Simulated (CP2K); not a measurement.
Crystal: WS2 (Tungstenite).

```
W S
1.0
     3.18000    0.00000    0.00000
    -1.59000    2.75396    0.00000
     0.00000    0.00000   12.50000
W S
2 4
Direct
  0.66667 0.33333 0.75000
  0.33333 0.66667 0.25000
  0.66667 0.33333 0.37500
  0.33333 0.66667 0.87500
  0.66667 0.33333 0.12500
  0.33333 0.66667 0.62500
```

```yaml
Program: CP2K 2026.2
Task: relaxation of cell and atoms
Functional: LDA
Potentials_or_basis: GTH_POTENTIALS W GTH-PADE-q14, S GTH-PADE-q6; TZVP-MOLOPT-PBE-GTH basis
Density_cutoff: 6123 eV
k_mesh: 7 × 7 × 2
Occupations: fermi-dirac, width 0.05 eV
Spin: no spin polarisation
```

At the start: pressure -10.9 GPa; volume 18.24 Å³/atom.

Where does the relaxation end?

Over 17 steps the energy falls by 148.6 meV/atom and the volume is 15.20 Å³/atom (-16.7 %); space group P6_3/mmc (No. 194, to 0.05 Å).

Step by step:
```tsv
step	energy change (eV)	largest force (eV/Å)	volume (Å³)
1	0.0000	0.9080	105.94
2	-0.5276	1.5531	92.61
3	-0.7293	0.9463	97.21
4	-0.7731	0.6657	96.69
5	-0.8132	0.0432	95.95
6	-0.8137	0.0129	95.98
7	-0.8154	0.0528	96.00
8	-0.8183	0.1331	95.94
9	-0.8269	0.2589	95.56
10	-0.8441	0.3781	94.54
11	-0.8662	0.3778	92.85
12	-0.8835	0.1995	91.79
13	-0.8916	0.0136	91.28
14	-0.8918	0.0105	91.16
15	-0.8918	0.0080	91.18
16	-0.8918	0.0017	91.19
17	-0.8918	0.0017	91.19
```

Final structure:
```
W S
1.0
     2.97805    0.00000    0.00000
    -1.48928    2.57951    0.00000
     0.00000    0.00000   11.87058
W S
2 4
Direct
  0.66669 0.33339 0.75000
  0.33331 0.66661 0.25000
  0.66661 0.33327 0.38903
  0.33339 0.66673 0.88903
  0.66661 0.33327 0.11097
  0.33339 0.66673 0.61097
```

Caveat: the printed path begins after the first move; the volume moved by over 15 % at a fixed basis, so the end points are rough; the volume moved by -17 % from the deposited cell, more than functionals usually miss; the basis of atomic orbitals isn't converged, which shifts pressures, moduli and gaps.
